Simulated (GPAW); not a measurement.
Runs of GPAW 26.7.0 on HfB2. It takes space group P6/mmm (No. 191, hexagonal). The conventional cell has a = 3.140 Å, b = 3.140 Å, c = 3.480 Å, α = 90.00°, β = 90.00°, γ = 120.00°. Hf (site symmetry 6/mmm) is surrounded by 12 B at 2.51 Å. Around B (site symmetry -6m2) lie 3 B at 1.81 Å. 

```tsv
task	level	potentials or basis	spin	U	cell	k mesh	optimizer	fmax	max steps	target pressure	U projector left unscaled	mesh quality	gap on the mesh (eV)	pressure (GPa)	V0 of scaled cells (Å³/atom)	B0 (GPa)
single point	PBE	GPAW PAW data sets (gpaw-data 1.2.1), pw	off	-	as given	10 × 10 × 8	-	-	-	-	-	not flagged	none	(a)	-	-
equation of state	PBE	GPAW PAW data sets (gpaw-data 1.2.1), pw	off	-	as given	10 × 10 × 8	-	-	-	-	-	not flagged	-	-	9.99	253
single point	PBE	GPAW PAW data sets (gpaw-data 1.2.1), pw	off	-	atoms moved at random, drawn with an rms of 0.05 Å	10 × 10 × 8	-	-	-	-	-	not flagged	none	3.0	-	-
relaxation of cell and atoms	RPBE	the program's PAW data sets (release 1.2.1) made for this functional, pw	collinear, ferromagnetic start	-	relaxed to -2 GPa from: cell strained at random at fixed volume	5 × 5 × 4	BFGS	0.01 eV/Å	40	-2 GPa	-	coarse	none	-2.0	-	-
equation of state	BLYP+D3(BJ)+ATM+U	PAW data sets generated in the run's folder for this functional, pw	off	Hf d U = 5 eV	as given	7 × 7 × 6	-	-	-	-	yes	not flagged	-	-	10.16	(b)
```

Alike in all rows: cutoff (eV) 800; smearing fermi-dirac 0.05 eV.

Task: Fill in the values left out.

Result: (a) 2.1; (b) 246.

Caveats: some runs use coarse meshes; the cell was scaled at fixed shape and fractional positions, which overstates the stiffness of a crystal with free parameters, most of all of layers and chains (some runs); each step starts from the last one's moments, so a moment once lost doesn't come back (some runs); later steps reuse the first step's grids (some runs); the U is typed as a test and isn't derived for this compound (some runs).

A k mesh can miss the band edges, and the runs leave out spin-orbit coupling on Hf.

A gap of «none» marks a metal or a gap under the smearing width.
